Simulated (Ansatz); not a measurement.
# AlAu2: relaxation of cell and atoms with PBEsol+D3(BJ)-ATM

AlAu2:

```
Au Al
1.0
    -1.67151    1.67151    4.39908
     1.67151   -1.67151    4.39908
     1.67151    1.67151   -4.39908
Au Al
2 1
Direct
  0.34373 0.34373 0.00000
  0.65627 0.65627 0.00000
  0.00000 0.00000 0.00000
```

The cell comes from a database or a generator and needn't be the stable form of this composition.

```
Program             : Ansatz 0.2.0
Task                : relaxation of cell and atoms
Functional          : PBEsol
Dispersion          : D3(BJ)-ATM
Potentials or basis : Ansatz PAW
Cutoff              : 420 eV (not typed: the program's choice for these potentials)
k mesh              : 11 × 11 × 11
Occupations         : fermi-dirac, width 0.05 eV
Spin                : no spin polarisation
```

The relaxed volume is 15.72 Å³/atom, the relaxed cell is a = 4.940 Å, b = 4.940 Å, c = 4.940 Å, α = 141.10°, β = 141.10°, γ = 56.19° and the space group after relaxing (to 0.05 Å) is I4/mmm (No. 139). The energy gained by relaxing is 13.9 meV/atom. The ionic steps are 6. The pressure after relaxing is 0.0 GPa. The largest force after relaxing is 0.007 eV/Å. The band gap on the k mesh is none (metal or under the smearing width).

Forces in eV/Å, atoms in the order of the input:
```
Au   0.000  0.000  0.007
Au   0.000  0.000 -0.007
Al   0.000  0.000  0.000
```

The path:
```tsv
step	energy change (eV)	largest force (eV/Å)	volume (Å³)
1	0.0000	0.0553	49.16
2	-0.0406	0.0355	47.50
3	-0.0420	0.0225	47.15
4	-0.0422	0.0003	47.17
5	-0.0422	0.0064	47.16
6	-0.0416	0.0067	47.16
```

Final structure:
```yaml
crystal:
  lattice:
    - [-1.64482, 1.64482, 4.35782]
    - [1.64482, -1.64482, 4.35782]
    - [1.64482, 1.64482, -4.35782]
  atoms:
    - { symbol: Au, position: [0.34332, 0.34332, 0.00000] }
    - { symbol: Au, position: [0.65668, 0.65668, 0.00000] }
    - { symbol: Al, position: [0.00000, 0.00000, 0.00000] }
```

Levels at points of the mesh, in eV from the Fermi level:
| k point | band 17 | band 18 | band 19 | band 20 | band 21 | band 22 | band 23 | band 24 |
| --- | --- | --- | --- | --- | --- | --- | --- | --- |
| (0.00, 0.00, 0.00) | -4.98 | -4.98 | -3.56 | -1.32 | 1.06 | 6.05 | 6.05 | 6.79 |

Run time: 2.8 min on 2 threads of Intel(R) Xeon(R) Processor @ 2.50GHz (Skylake/Cascade Lake), on a shared host, peak memory 0.45 GiB.

Caveat: the plane-wave basis is chosen anew once the cell has moved, so the energies of steps on either side of that aren't comparable; pairwise dispersion overbinds metals, which lowers pressure and volume; the PAW data sets come from PBE, with cores solved anew for the run's functional, which leaves a small shift of forces and pressure. Spin-orbit coupling is left out, which matters for the levels of Au.
